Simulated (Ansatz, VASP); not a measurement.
## Two plane-wave programs on P

```xyz
1
Lattice="2.5586 0.0000 0.0000 0.0000 2.5586 0.0000 0.0000 0.0000 2.5586" Properties=species:S:1:pos:R:3 pbc="T T T"
P     0.0000    0.0000    0.0000
```

The cell was built by a generator and needn't be a form met in nature.

Alike in both runs: task single point; functional PBE; dispersion D3(BJ); k mesh 18 × 18 × 18; occupations gaussian, width 0.05 eV; no spin polarisation.

```csv
,VASP,Ansatz
version,VASP 6.6.1,Ansatz 0.2.0
potentials or method,"VASP PAW PBE potentials, release 64 (P)","scalar-relativistic, plane waves, PAW"
plane-wave cutoff (eV),520,420
valence electrons in the cell,5,5
```

```tsv
	VASP	Ansatz	Ansatz less VASP
gap on the k mesh at the Fermi level (eV)	none	none	-
pressure (GPa)	-14.4	-14.3	+0.13
```

A gap of «none» marks a metal or a gap that the smearing closes. With one functional, cell and mesh, what is left measures potentials, basis and numerics.

Caveats: pairwise dispersion overbinds metals, which lowers pressure and volume.
